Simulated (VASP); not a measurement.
# A VASP 6.6.1 relaxation on BAs

INCAR

```
NSW = 40
IBRION = 2
LREAL = .FALSE.
NBANDS = 11
SIGMA = 0.5
PREC = Accurate
EDIFFG = -5E-3
ALGO = Conjugate
GGA = PE
LASPH = .TRUE.
ENCUT = 600
ISMEAR = 2
NELM = 80
LCHARG = .FALSE.
ISIF = 3
EDIFF = 1E-7
LWAVE = .FALSE.
```

KPOINTS

```
KPOINTS created by Atomic Simulation Environment
0
Gamma
10 10 10
0 0 0
```

POSCAR

```
B  As
 1.0000000000000000
     0.0000000000000000    2.1586180000000001    2.1586180000000001
     2.1586180000000001    0.0000000000000000    2.1586180000000001
     2.1586180000000001    2.1586180000000001    0.0000000000000000
 B   As
   1   1
Cartesian
  0.0000000000000000  0.0000000000000000  0.0000000000000000
  2.1586180000000001  2.1586180000000001  2.1586180000000001
```

The recommended PBE PAW datasets give the neutral cell 8 valence electrons.

Command

```
mpirun -np 1 vasp_std
```

Predict the outcome of this run.

It converged. Results: relaxed cell vector lengths 3.262, 3.262, 3.262 Å; relaxed cell volume 24.55 Å³.

OSZICAR

```
N       E                     dE             d eps       ncg     rms           ort
DAV:   1     0.157763890313E+02    0.15776E+02   -0.50791E+03   517   0.816E+02
DAV:   2    -0.893069227489E+01   -0.24707E+02   -0.23791E+02   517   0.120E+02
DAV:   3    -0.957899103234E+01   -0.64830E+00   -0.64174E+00   517   0.168E+01
DAV:   4    -0.958038734139E+01   -0.13963E-02   -0.13954E-02   517   0.765E-01
DAV:   5    -0.958038815598E+01   -0.81459E-06   -0.81465E-06   517   0.202E-02
SDA:   6    -0.866426449184E+01    0.91612E+00   -0.81465E-06   517   0.126E+01   0.000E+00
CGA:   7    -0.913733232738E+01   -0.47307E+00   -0.46182E+00   517   0.244E-01   0.614E-01
CGA:   8    -0.915161216666E+01   -0.14280E-01   -0.14231E-01   517   0.160E-02   0.145E-03
CGA:   9    -0.915239284810E+01   -0.78068E-03   -0.78267E-03   517   0.974E-04  -0.845E-05
CGA:  10    -0.915243972969E+01   -0.46882E-04   -0.47136E-04   517   0.522E-05  -0.120E-05
...
SDA:   3    -0.961764683981E+01   -0.25956E-06   -0.23753E-06   517   0.338E-06   0.598E-06
SDA:   4    -0.961764689760E+01   -0.57795E-07   -0.59450E-07   517   0.177E-06   0.240E-06
  16 F= -.96176469E+01 E0= -.96163627E+01  d E =-.490387E-04
       N       E                     dE             d eps       ncg     rms           ort
SDA:   1    -0.961764024190E+01    0.65979E-05    0.00000E+00   517   0.626E-04   0.000E+00
CGA:   2    -0.961766479053E+01   -0.24549E-04   -0.23617E-04   517   0.275E-05   0.470E-05
SDA:   3    -0.961766583704E+01   -0.10465E-05   -0.91279E-06   517   0.601E-06   0.121E-05
SDA:   4    -0.961766601176E+01   -0.17472E-06   -0.15697E-06   517   0.221E-06   0.350E-06
SDA:   5    -0.961766605190E+01   -0.40145E-07   -0.43199E-07   517   0.119E-06   0.160E-06
  17 F= -.96176661E+01 E0= -.96163647E+01  d E =-.681930E-04
```

```csv
ionic step,ΔE (meV/atom),volume (Å³),largest force (eV/Å),pressure (GPa),electronic steps
1,0.0,20.12,0.000,40.14,13
2,-139.5,28.38,0.000,-13.66,9
3,-232.6,24.58,0.000,-0.14,8
4,-232.6,24.48,0.000,0.37,5
5,-232.6,24.48,0.000,0.36,2
6,-232.6,24.49,0.000,0.35,3
7,-232.6,24.49,0.000,0.35,2
11,-232.6,24.49,0.000,0.34,2
12,-232.6,24.49,0.000,0.33,2
13,-232.6,24.49,0.000,0.32,2
14,-232.6,24.49,0.000,0.30,3
15,-232.6,24.50,0.000,0.26,3
16,-232.6,24.52,0.000,0.19,4
17,-232.6,24.55,0.000,0.03,5
```

 The volume moved far on the plane waves of the start cell, so a restart from CONTCAR is due.

For comparison, a separate PBE relaxation on usual settings, not on those above, ends at 24.57 Å³.
